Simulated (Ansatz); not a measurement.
Runs of Ansatz 0.2.0 on MnO. Symmetry: F-43m, No. 216, cubic system. The conventional cell has a = 4.873 Å, b = 4.873 Å, c = 4.873 Å, α = 90.00°, β = 90.00°, γ = 90.00°. Around Mn (site symmetry -43m) lie 4 O at 2.11 Å. Around O (site symmetry -43m) lie 4 Mn at 2.11 Å. Measurements of this composition are mostly on another form, of space group No. 225.

```csv
task,level,cell,cutoff (eV),points for each segment of the path,gap on the mesh (eV),pressure (GPa),moment (μB)
relaxation of cell and atoms,HF,relaxed,420,-,9.23,0.0,5.00
band structure,HSE06,as given,420,4,(b),-5.9,5.00
single point,r2SCANh,as given,500,-,none,-7.2,5.00
band structure,HSE03,as given,420,4,0.16,-5.9,5.00
single point,r2SCAN0,as given,500,-,1.47,(a),5.00
```

Alike in all rows: potentials or basis Ansatz PAW; spin collinear, ferromagnetic start; k mesh 5 × 5 × 5; smearing fermi-dirac 0.05 eV; the mesh is coarse, so values aren't converged.

Q: Estimate the missing entries.

A: (a) -7.4; (b) 0.40.

Caveats: all runs use coarse meshes; the magnetic or orbital state may not be the lowest; a cell with one magnetic atom can't hold antiferromagnetic order, which such compounds often take; the PAW data sets come from PBE, with cores solved anew for the run's functional, which leaves a small shift of forces and pressure; the thresholds are loose for stress (some runs); odd divisions of the mesh miss points on the zone boundary, where band edges often lie, so the gap on the mesh can be too wide (some runs); the plane-wave basis is chosen anew once the cell has moved, so the energies of steps on either side of that aren't comparable (some runs).

A gap of «none» marks a metal or a gap under the smearing width.
